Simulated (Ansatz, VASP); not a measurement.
## Two plane-wave programs on Cs

```
Cs
1.0
    -0.07897    3.94834    3.94834
     3.94834   -0.07897    3.94834
     3.86937    3.86937    0.00000
Cs
1
Direct
  0.00000 0.00000 0.00000
```

This isn't the form of Cs at room conditions, which is bcc.

Alike in both runs: functional PBEsol; k mesh 5 × 5 × 5; occupations fermi-dirac, width 0.05 eV; no spin polarisation.

|  | VASP | Ansatz |
| --- | --- | --- |
| version | VASP 6.6.1 | Ansatz 0.2.0 |
| potentials or method | VASP PAW PBE potentials, release 64 (Cs_sv) | Ansatz PAW |
| plane-wave cutoff (eV) | 520 | 420 |
| valence electrons in the cell | 9 | 9 |
| task | single point | band structure |

|  | VASP | Ansatz | Ansatz less VASP |
| --- | --- | --- | --- |
| gap on the k mesh at the Fermi level (eV) | none | none | - |
| pressure (GPa) | -0.2 | -0.2 | 0.00 |
| largest component of the traceless stress (GPa) | 0.08 | 0.08 | 0.000 |

A gap of «none» marks a metal or a gap that the smearing closes. With one functional, cell and mesh, what is left measures potentials, basis and numerics.

Caveats: the PAW data sets were made with another functional, which shifts forces and pressure a little (VASP); spin-orbit coupling is left out, which moves the levels of the heavy elements (Ansatz); the PAW data sets come from PBE, with cores solved anew for the run's functional, which leaves a small shift of forces and pressure (Ansatz). The runs have no spin-orbit coupling, so splittings on Cs are missing.
